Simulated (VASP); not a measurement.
Wanted: the native input for a VASP 6.6.1 run.

```
Task                   : relaxation of cell and atoms
Functional             : PBE
Dispersion             : D3(BJ)
Potentials or basis    : VASP PAW PBE potentials, release 64 (Zr_sv, Se)
Cutoff                 : 600 eV
k mesh                 : 9 × 9 × 5
Occupations            : gaussian, width 0.03 eV
Spin                   : no spin polarisation
Further INCAR settings : ALGO = Normal; EDIFF = 1e-07; IBRION = 2; EDIFFG = -0.005; NSW = 90; ISIF = 3
```

The structure of ZrSe2 lies in POSCAR:

```
ZrSe2                                   
1.0
    3.7403502371     -0.0000000000      0.0000000000
   -1.8701751186      3.2392383244      0.0000000000
   -0.0000000000      0.0000000000      6.0280665135
  Zr              Se            
     1     2
Direct
     0.0000000000000000    0.0000000000000000    0.0000000000000000
     0.3333333332999970    0.6666666667000030    0.2649979778630382
     0.6666666667000030    0.3333333332999970    0.7350020221369620
```

One way to write it, as run:

INCAR

```
PREC = Accurate
ENCUT = 600
EDIFF = 1E-7
ISMEAR = 0
SIGMA = 0.03
LREAL = F
LASPH = T
NELM = 80
ALGO = Normal
ISIF = 3
LWAVE = F
LCHARG = F
GGA = PE
IVDW = 12
IBRION = 2
NSW = 90
EDIFFG = -0.005
KPAR = 4
```

KPOINTS

```
Automatic mesh
0
Gamma
  9 9 5
```

Potentials or basis: VASP PAW PBE potentials, release 64 (Zr_sv, Se).

Launch:

```console
$ cat potpaw_PBE.64/Zr_sv/POTCAR potpaw_PBE.64/Se/POTCAR > POTCAR
$ mpirun -np 4 vasp_std > vasp.out
```

It gave:

| Property | Result |
| --- | --- |
| Relaxed volume | 24.34 Å³/atom |
| Relaxed cell | a = 3.739 Å, b = 3.739 Å, c = 6.032 Å, α = 90.00°, β = 90.00°, γ = 120.00° |
| Space group after relaxing (to 0.05 Å) | P-3m1 (No. 164) |
| Energy gained by relaxing | 0.0 meV/atom |
| Ionic steps | 5 |
| Pressure after relaxing | 0.0 GPa |
| Band gap on the k mesh | 0.05 eV, indirect (least direct gap 0.94 eV) |
| Dispersion energy per atom | -0.405 eV |

Caveat: an odd mesh through Γ misses points on the zone boundary, where band edges often lie.

Run time: 75 s on 4 MPI ranks on Intel(R) Xeon(R) Platinum 8488C (Sapphire Rapids), on a shared host, peak memory 0.25 GiB a rank.
